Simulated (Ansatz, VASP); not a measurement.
## KI: VASP beside Ansatz

INCAR

```
ALGO = Normal
EDIFF = 1E-7
ENCUT = 520
GGA = PE
ISIF = 2
ISMEAR = -1
LASPH = T
LCHARG = T
LELF = T
LREAL = F
LVHAR = T
LWAVE = F
NBANDS = 15
NELM = 80
PREC = Accurate
SIGMA = 0.02
```

KPOINTS

```
k-points
0
Gamma
  6 6 6
```

Contents of POSCAR:

```
KI
1.0
    0.0299515839      3.5445661365      3.5445661365
    3.5445661365      0.0299515839      3.5445661365
    3.5745177203      3.5745177203     -0.0000000001
K I
1 1
Direct
    0.0000000000      0.0000000000      0.0000000000
    0.5000000000      0.5000000000      0.5000000000
```

Input for Ansatz:

```yaml
crystal:
  lattice:
    - [0.0299515839, 3.5445661365, 3.5445661365]
    - [3.5445661365, 0.0299515839, 3.5445661365]
    - [3.5745177203, 3.5745177203, -1.0e-10]
  atoms:
    - { symbol: K, position: [0.0, 0.0, 0.0] }
    - { symbol: I, position: [0.5, 0.5, 0.5] }
kpoints:
  mp_grid: { grid: [6, 6, 6] }
  band_path:
    path:
      - [0.0, 0.0, 0.0]
      - [0.5, 0.0, 0.5]
      - [0.625, 0.25, 0.625]
      - [0.375, 0.375, 0.75]
      - [0.5, 0.5, 0.5]
      - [0.5, 0.25, 0.75]
    npoints: 1
hamiltonian:
  xc: pbe
scf:
  occupations: { method: fermi_dirac, width: 0.02 }
  n_extra_bands: 4
output:
  forces: true
  stress: true
  eigenvalues: true
  write_density: true
  write_potential: true
  elf: true
  volumetric_format: npy
```

Change from the starting cell: shear_xy strain +1.7%.

Alike in both runs: task single point; functional PBE; k mesh 6 × 6 × 6; occupations fermi-dirac, width 0.02 eV; no spin polarisation.

|  | VASP | Ansatz |
| --- | --- | --- |
| version | VASP 6.6.1 | Ansatz 0.2.0 |
| potentials or method | VASP PAW PBE potentials, release 64 (K_sv, I) | plane waves, PAW |
| plane-wave cutoff (eV) | 520 | 420 |
| valence electrons in the cell | 16 | 26 |

```csv
,VASP,Ansatz,Ansatz less VASP
gap on the k mesh at the Fermi level (eV),3.92,3.92,+0.004
pressure (GPa),0.5,0.5,-0.02
largest component of the traceless stress (GPa),0.06,0.06,0.000
```

With one functional, cell and mesh, what is left measures potentials, basis and numerics. The two sets of potentials don't hold the same shells in valence.

Caveats: spin-orbit coupling is left out, which moves the levels of the heavy elements.
